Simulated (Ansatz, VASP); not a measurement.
This is a calculation of Ca for VASP 6.6.1.

File INCAR:

```
SYSTEM = Ca
PREC = Accurate ; ENCUT = 520
EDIFF = 1E-7 ; ISMEAR = -1
SIGMA = 0.05 ; LREAL = .FALSE.
LASPH = .TRUE. ; NELM = 60
ALGO = Normal ; ISIF = 2
LWAVE = .FALSE. ; LCHARG = .TRUE.
GGA = PE ; LELF = .TRUE.
LVHAR = .TRUE. ; NBANDS = 11
```

KPOINTS

```
Automatic mesh
0
G
  8 8 8
  0 0 0
```

POSCAR

```
Ca
1.0
   -2.2400000000      2.2400000000      2.2400000000
    2.2400000000     -2.2400000000      2.2400000000
    2.2400000000      2.2400000000     -2.2400000000
Ca
1
Direct
    0.0000000000      0.0000000000      0.0000000000
```

Potentials or basis: VASP PAW PBE potentials, release 64 (Ca_sv).

Launch:

```console
$ cat potpaw_PBE.64/Ca_sv/POTCAR > POTCAR
$ mpirun -np 1 vasp_std > vasp.out
```

Q: Set up the same calculation for Ansatz 0.2.0. Potentials there: Ansatz PAW.

A: As run (the cutoff follows the program's own potentials):

Contents of input.yaml:

```yaml
crystal:
  lattice:
    - [-2.24, 2.24, 2.24]
    - [2.24, -2.24, 2.24]
    - [2.24, 2.24, -2.24]
  atoms:
    - { symbol: Ca, position: [0.0, 0.0, 0.0] }
hamiltonian:
  xc: pbe
  pseudopotentials: { kind: paw }
kpoints:
  mp_grid: { grid: [8, 8, 8] }
scf:
  occupations: { method: fermi_dirac, width: 0.05 }
output:
  forces: true
  stress: true
  eigenvalues: true
```

Potentials or basis: Ansatz PAW.

Command:

```console
$ ansatz run input.yaml --threads 1 --pin off --max-ram 3584MiB --backend cpu --events-out ev --progress --plain --runs-dir out
```

Both were run:

|  | VASP | Ansatz | Ansatz less VASP |
| --- | --- | --- | --- |
| gap on the k mesh at the Fermi level (eV) | none | none | - |
| pressure (GPa) | -1.0 | -1.0 | -0.01 |

A gap of «none» marks a metal or a gap that the smearing closes. With one functional, cell and mesh, what is left measures potentials, basis and numerics.
